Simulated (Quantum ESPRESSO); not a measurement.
Cu, 1 atom in the cell. Symmetry: Fm-3m, No. 225, cubic system. Conventional cell: a = 3.615 Å, b = 3.615 Å, c = 3.615 Å, α = 90.00°, β = 90.00°, γ = 90.00°. Cu (site symmetry m-3m) has 12 Cu at 2.56 Å as nearest neighbours. 

| Property | Result |
| --- | --- |
| Program | Quantum ESPRESSO 7.5 |
| Task | phonons |
| Functional | PBE |
| Potentials or basis | Ansatz NC SR PBE |
| Cutoff | 1252 eV |
| Density cutoff | 5007 eV |
| k mesh | 9 × 9 × 9 |
| Occupations | cold, width 0.2 eV |
| Spin | no spin polarisation |
| Target pressure | 15 GPa |
| Mixing beta | 0.5 |
| Most SCF iterations | 120 |
| SCF threshold | 2e-10 Ry |

Potentials or basis: Ansatz NC SR PBE.

Command:

```bash
$ OMP_NUM_THREADS=1 pw.x -in pw.in > pw.out
$ OMP_NUM_THREADS=1 pw.x -in relax.in > relax.out
$ OMP_NUM_THREADS=1 pw.x -in scf2.in > scf2.out
$ OMP_NUM_THREADS=1 ph.x -in ph.in > ph.out
```

Hardware: 1 thread of Arm Neoverse V1, on a shared host.

Problem. How long does it take, and how much memory?

Solution. Run time: 4.6 min on 1 thread of Arm Neoverse V1, on a shared host, peak memory 0.09 GiB. Counts: scf iterations 57, k pools 1, bands 16, ion steps 4, k points 35, g dense 9505.
